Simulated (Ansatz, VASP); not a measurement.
## MnO3: VASP beside Ansatz

INCAR

```
  PREC = Accurate
  ENCUT = 520
  EDIFF = 1E-6
  ISMEAR = 0
  SIGMA = 0.02
  LREAL = False
  LASPH = True
  NELM = 150
  ALGO = Normal
  ISIF = 2
  LWAVE = False
  LCHARG = True
  ISPIN = 2
  MAGMOM = 4 4 0 0 0 0 0 0
  LORBIT = 11
  LMAXMIX = 4
  GGA = PE
  LELF = True
  LVHAR = True
```

Contents of KPOINTS:

```
regular mesh
0
Gamma
  7 7 7
```

Contents of POSCAR:

```
MnO3
1.0
   -2.8445430000      3.1381730000      2.6064000000
    2.8445430000     -3.1381730000      2.6064000000
    2.8445430000      3.1381730000     -2.6064000000
Mn O
2 6
Direct
    0.0000000000      0.0000000000      0.0000000000
    0.5000000000      0.0000000000      0.5000000000
    0.8906730000      0.5000000000      0.8906730000
    0.1093270000      0.0000000000      0.6093270000
    0.8906730000      0.0000000000      0.3906730000
    0.1093270000      0.5000000000      0.1093270000
    0.4339510000      0.1839510000      0.2500000000
    0.5660490000      0.8160490000      0.7500000000
```

The input input.yaml:

```yaml
crystal:
  lattice:
    - [-2.844543, 3.138173, 2.6064]
    - [2.844543, -3.138173, 2.6064]
    - [2.844543, 3.138173, -2.6064]
  atoms:
    - { symbol: Mn, position: [0.0, 0.0, 0.0], spin: 4.0 }
    - { symbol: Mn, position: [0.5, 0.0, 0.5], spin: 4.0 }
    - { symbol: O, position: [0.890673, 0.5, 0.890673] }
    - { symbol: O, position: [0.109327, 0.0, 0.609327] }
    - { symbol: O, position: [0.890673, 0.0, 0.390673] }
    - { symbol: O, position: [0.109327, 0.5, 0.109327] }
    - { symbol: O, position: [0.433951, 0.183951, 0.25] }
    - { symbol: O, position: [0.566049, 0.816049, 0.75] }
hamiltonian:
  xc: pbe
  pseudopotentials: { kind: paw }
magnetization:
  spin_polarized: true
kpoints:
  mp_grid: { grid: [7, 7, 7] }
scf:
  occupations: { method: gaussian, width: 0.02 }
output:
  forces: true
  stress: true
  eigenvalues: true
```

The cell comes from a database or a generator and needn't be the stable form of this composition.

Alike in both runs: task single point; functional PBE; k mesh 7 × 7 × 7; occupations gaussian, width 0.02 eV; collinear spin, ferromagnetic start.

```csv
,VASP,Ansatz
version,VASP 6.6.1,Ansatz 0.2.0
potentials or method,"VASP PAW PBE potentials, release 64 (Mn_pv, O)",Ansatz PAW
plane-wave cutoff (eV),520,420
valence electrons in the cell,62,66
```

Ansatz gave:

```
gap on the k mesh at the Fermi level (eV)                     : none
pressure (GPa)                                                : -8.4
largest component of the traceless stress (GPa)               : 3.16
rms of the force components (eV/Å)                            : 0.387
net moment per atom (μB)                                      : 0.75
size of the moment on the site where the two differ most (μB) : 2.74
```

Task: What did VASP give for the same quantities?

Result: gap on the k mesh at the Fermi level (eV): none; pressure (GPa): -7.6; largest component of the traceless stress (GPa): 2.29; rms of the force components (eV/Å): 0.433; net moment per atom (μB): 0.75; size of the moment on the site where the two differ most (μB): 3.21.

Site moments also hang on the region over which each program counts them. Atom by atom the forces differ by 0.102 eV/Å (rms over components). A gap of «none» marks a metal or a gap that the smearing closes. The two sets of potentials don't hold the same shells in valence.

Caveats: semilocal functionals often make such compounds metallic where correlation or magnetic order opens a gap, which also shifts bond lengths; only a ferromagnetic start was run, and an antiferromagnetic order may lie lower in energy; the pressure holds a Pulay correction of +0.8 GPa for the finite cutoff (Ansatz); forces of over 1 eV/Å show positions far from the minimum, so gaps and moduli don't describe the material at rest (Ansatz). With open d or f shells a metallic result of PBE can be an artefact of self-interaction; +U or a hybrid may open a gap.
